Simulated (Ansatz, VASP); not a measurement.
**Ag in VASP and in Ansatz**

File INCAR:

```
SYSTEM = Ag
PREC = Accurate
ENCUT = 520
EDIFF = 1E-6
ISMEAR = 0
SIGMA = 0.016
LREAL = .FALSE.
LASPH = .TRUE.
NELM = 80
ALGO = Normal
ISIF = 2
LWAVE = .FALSE.
LCHARG = .TRUE.
GGA = PE
LELF = .TRUE.
LVHAR = .TRUE.
NBANDS = 12
```

KPOINTS

```
Automatic mesh
0
G
  11 11 11
  0 0 0
```

Contents of POSCAR:

```
Ag
1.0
    0.0000000000      2.0427500000      2.0427500000
    2.0427500000      0.0000000000      2.0427500000
    2.0427500000      2.0427500000      0.0000000000
Ag
1
Direct
    0.0000000000      0.0000000000      0.0000000000
```

Contents of input.yaml:

```yaml
crystal:
  lattice:
    - [0.0, 2.04275, 2.04275]
    - [2.04275, 0.0, 2.04275]
    - [2.04275, 2.04275, 0.0]
  atoms:
    - { symbol: Ag, position: [0.0, 0.0, 0.0] }
kpoints:
  mp_grid: { grid: [11, 11, 11] }
scf:
  occupations: { method: gaussian, width: 0.016 }
hamiltonian:
  xc: pbe
  pseudopotentials: { kind: all_electron, lapw: { basis_error: 0.001 } }
output:
  forces: true
  stress: true
  eigenvalues: true
```

Alike in both runs: task single point; functional PBE; k mesh 11 × 11 × 11; occupations gaussian, width 0.016 eV; no spin polarisation.

|  | VASP | Ansatz |
| --- | --- | --- |
| version | VASP 6.6.1 | Ansatz 0.2.0 |
| potentials or method | VASP PAW PBE potentials, release 64 (Ag) | all-electron LAPW, scalar-relativistic |
| plane-wave cutoff (eV) | 520 | see its input |

```csv
,VASP,Ansatz,Ansatz less VASP
gap on the k mesh at the Fermi level (eV),none,none,-
pressure (GPa),4.1,4.3,+0.16
```

A gap of «none» marks a metal or a gap that the smearing closes. Ansatz ran all-electron here, so the differences hold the error of VASP's frozen core and of both bases.
